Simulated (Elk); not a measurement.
Planning a run of Elk 11.2.3 (patched build) on LiBr (Fm-3m). The input:

```
tasks
  185
  186
  187

xctype
  20

rgkmax
  8.5

gmaxvr
  18.0

lmaxapw
  10

lmaxo
  8

nxlo
  2

lorbcnd
  .true.

autolinengy
  .true.

tshift
  .false.

ngridk
  6 6 6

vkloff
  0.05 0.15 0.25

nempty
  10

swidth
  0.00551

scissor
  0.06592

gmaxrf
  2.5

wplot
  314 100 0
  0.0 0.5782

optcomp
  1 1
  2 2
  3 3

nvbse
  2

ncbse
  2

sppath
  './'

avec
  0.0000000000 5.1979751647 5.1979751647
  5.1979751647 0.0000000000 5.1979751647
  5.1979751647 5.1979751647 0.0000000000

atoms
  2
  'Li.in'
  1
  0.0000000000 0.0000000000 0.0000000000
  'Br.in'
  1
  0.5000000000 0.5000000000 0.5000000000
```

```sh
OMP_NUM_THREADS=4 elk > log
```

Estimate wall time and host memory on 4 threads of Arm Neoverse V1, shared host.

It took 4.4 min; on shared hardware allow 2.2 min to 8.8 min. Peak host memory was 0.17 GiB.

The kernel grows as the square of the matrix size, and full diagonalisation as its cube.

[Paths, hosts, dates, memory and timing lines, banners, echoed tables and standing remarks are left out of the program output.]

[Logs are printed without paths, hosts, clocks, repeated set-up lines and the standing remarks that a program may print on its own settings, such as how far it seeks lower states.]

[Runs of the session that timed out or met a known fault of the program may be left out.]

[Hosts, paths, dates, database ids (printed as entryN), source tags and the programs' standing remarks are cut or masked in the printed files.]
